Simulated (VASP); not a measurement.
Set up this calculation in VASP 6.6.1, as the native input.

```
Task                            : evGW0 quasiparticle levels
Functional                      : PBE
Potentials or basis             : VASP PAW PBE potentials, release 64 (Te_GW, Sn_d_GW)
Cutoff                          : 500 eV
k mesh                          : 4 × 4 × 4
Occupations                     : gaussian, width 0.01 eV
Spin                            : no spin polarisation
Ladder                          : gaps
GW scheme                       : evGW0
GW iterations                   : 4
Cutoff of the response function : 150
Frequency points                : 50
Empty bands                     : 261
Further INCAR settings          : ALGO = EVGW0; EDIFF = 1e-08; NBANDS = 271
```

SnTe:

```
CELL_PARAMETERS angstrom
0.00000 3.15085 3.15085
3.15085 0.00000 3.15085
3.15085 3.15085 0.00000
ATOMIC_POSITIONS crystal
Te 0.50000 0.50000 0.50000
Sn 0.00000 0.00000 0.00000
```

The input as run:

POSCAR

```
SnTe
1.0
    0.0000000000      3.1508500000      3.1508500000
    3.1508500000      0.0000000000      3.1508500000
    3.1508500000      3.1508500000      0.0000000000
Te Sn
1 1
Direct
    0.5000000000      0.5000000000      0.5000000000
    0.0000000000      0.0000000000      0.0000000000
```

INCAR.step1

```
PREC     = Accurate       # precision mode
ENCUT    = 500            # plane-wave cutoff, eV
EDIFF    = 1E-8           # SCF threshold, eV
ISMEAR   = 0              # smearing method
SIGMA    = 0.01           # smearing width, eV
LREAL    = False          # projectors in reciprocal space
LASPH    = True           # aspherical terms in the spheres
NELM     = 60             # most SCF steps
ALGO     = Normal         # electronic algorithm
LWAVE    = True           # write WAVECAR
LCHARG   = False          # write CHGCAR
GGA      = PE             # functional
KPAR     = 4
```

INCAR.step2

```
PREC     = Accurate       # precision mode
ENCUT    = 500            # plane-wave cutoff, eV
EDIFF    = 1E-8           # SCF threshold, eV
ISMEAR   = 0              # smearing method
SIGMA    = 0.01           # smearing width, eV
LREAL    = False          # projectors in reciprocal space
LASPH    = True           # aspherical terms in the spheres
NELM     = 1              # most SCF steps
ALGO     = Exact          # electronic algorithm
LWAVE    = True           # write WAVECAR
LCHARG   = False          # write CHGCAR
GGA      = PE             # functional
NBANDS   = 271            # bands
LOPTICS  = True           # frequency-dependent dielectric function
ISTART   = 1            
KPAR     = 4
```

INCAR.step3

```
PREC     = Accurate       # precision mode
ENCUT    = 500            # plane-wave cutoff, eV
EDIFF    = 1E-8           # SCF threshold, eV
ISMEAR   = 0              # smearing method
SIGMA    = 0.01           # smearing width, eV
LREAL    = False          # projectors in reciprocal space
LASPH    = True           # aspherical terms in the spheres
ALGO     = EVGW0          # electronic algorithm
LWAVE    = False          # write WAVECAR
LCHARG   = False          # write CHGCAR
GGA      = PE             # functional
NELMGW   = 4            
NBANDS   = 271            # bands
ENCUTGW  = 150            # cutoff of the response function
NOMEGA   = 50             # frequency points
PRECFOCK = Fast         
ISTART   = 1            
NBANDSGW = 18           
KPAR     = 4
```

KPOINTS

```
regular mesh
0
Gamma
  4 4 4
```

Potentials or basis: VASP PAW PBE potentials, release 64 (Te_GW, Sn_d_GW).

Launch:

```sh
$ cat potpaw_PBE.64/Te_GW/POTCAR potpaw_PBE.64/Sn_d_GW/POTCAR > POTCAR
$ cp INCAR.step1 INCAR
$ mpirun -np 4 vasp_std > vasp.out
$ cp INCAR.step2 INCAR
$ mpirun -np 4 vasp_std > vasp.out
$ cp INCAR.step3 INCAR
$ mpirun -np 4 vasp_std > vasp.out
```

Results of the run:

```yaml
Band_gap_on_the_k_mesh_mean-field_level: 0.09 eV, direct
Quasiparticle_gap: 0.02 eV
Least_direct_quasiparticle_gap: 0.02 eV
```

Caveat: the k mesh is coarse (spacing up to 0.43 Å⁻¹), so the values aren't converged; bands, screening cutoff and mesh are small and nothing is extrapolated, so the quasiparticle values aren't converged; spin-orbit coupling is left out, which moves the levels of the heavy elements.

It took 13 min on 4 MPI ranks on Intel(R) Xeon(R) Platinum 8488C (Sapphire Rapids) (shared host), peak memory 0.8 GiB a rank.
